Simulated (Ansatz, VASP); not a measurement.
**Two plane-wave programs on CuI (Marshite)**

```
CELL_PARAMETERS angstrom
0.00000 3.01204 3.01204
3.01204 0.00000 3.01204
3.01204 3.01204 0.00000
ATOMIC_POSITIONS crystal
Cu 0.25000 0.25000 0.25000
I 0.00000 0.00000 0.00000
```

Alike in both runs: task single point; functional PBEsol; k mesh 6 × 6 × 6; no spin polarisation.

```csv
,VASP,Ansatz
version,VASP 6.6.1,Ansatz 0.2.0
potentials or method,"VASP PAW PBE potentials, release 64 (Cu, I)","plane waves, PAW"
plane-wave cutoff (eV),520,420
occupations,"gaussian, width 0.01 eV",fixed
valence electrons in the cell,18,36
```

```csv
,VASP,Ansatz,Ansatz less VASP
gap on the k mesh at the Fermi level (eV),1.08,1.06,-0.022
pressure (GPa),-1.7,-1.9,-0.12
```

The two sets of potentials don't hold the same shells in valence.

Caveats: the PAW data sets were made with another functional, which shifts forces and pressure a little (VASP); spin-orbit coupling is left out, which moves the levels of the heavy elements.
